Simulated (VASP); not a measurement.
Input of a VASP 6.6.1 run:

INCAR

```
PREC = Accurate ; ENCUT = 350
EDIFF = 1E-5 ; ISMEAR = 0
SIGMA = 0.03 ; LREAL = Auto
LASPH = True ; NELM = 120
ALGO = Normal ; ISIF = 2
LWAVE = False ; LCHARG = False
GGA = PS ; LORBIT = 11
NELECT = 210.0
```

KPOINTS

```
Automatic mesh
0
Gamma
  2 2 2
```

File POSCAR:

```
Ga12As11
1.0
    0.0000000000      8.4805500000      8.4805500000
    5.6537000000      0.0000000000      5.6537000000
    5.6537000000      5.6537000000      0.0000000000
Ga As
12 11
Direct
    0.0000000000      0.0000000000      0.0000000000
    0.0000000000      0.0000000000      0.5000000000
    0.0000000000      0.5000000000      0.0000000000
    0.0000000000      0.5000000000      0.5000000000
    0.3333330000      0.0000000000      0.0000000000
    0.3333330000      0.0000000000      0.5000000000
    0.3333330000      0.5000000000      0.0000000000
    0.3333330000      0.5000000000      0.5000000000
    0.6666670000      0.0000000000      0.0000000000
    0.6666670000      0.0000000000      0.5000000000
    0.6666670000      0.5000000000      0.0000000000
    0.6666670000      0.5000000000      0.5000000000
    0.0833333333      0.1250000000      0.6250000000
    0.0833333333      0.6250000000      0.1250000000
    0.0833333333      0.6250000000      0.6250000000
    0.4166663333      0.1250000000      0.1250000000
    0.4166663333      0.1250000000      0.6250000000
    0.4166663333      0.6250000000      0.1250000000
    0.4166663333      0.6250000000      0.6250000000
    0.7500003333      0.1250000000      0.1250000000
    0.7500003333      0.1250000000      0.6250000000
    0.7500003333      0.6250000000      0.1250000000
    0.7500003333      0.6250000000      0.6250000000
```

Potentials or basis: VASP PAW PBE potentials, release 64 (Ga_d, As).

Run with:

```bash
$ cat potpaw_PBE.64/Ga_d/POTCAR potpaw_PBE.64/As/POTCAR > POTCAR
$ mpirun -np 1 vasp_std > vasp.out
```

(1) Predict the band gap on the k mesh.

(2) What does it give for the largest force?

Answers

(1) 0.13 eV, indirect (least direct gap 0.36 eV).

(2) 0.462 eV/Å.

Caveat: the k mesh is coarse (spacing up to 0.48 Å⁻¹), so the values aren't converged; the cell is charged against a uniform background, so pressure and absolute levels hang on convention; the PAW data sets were made with another functional, which shifts forces and pressure a little.
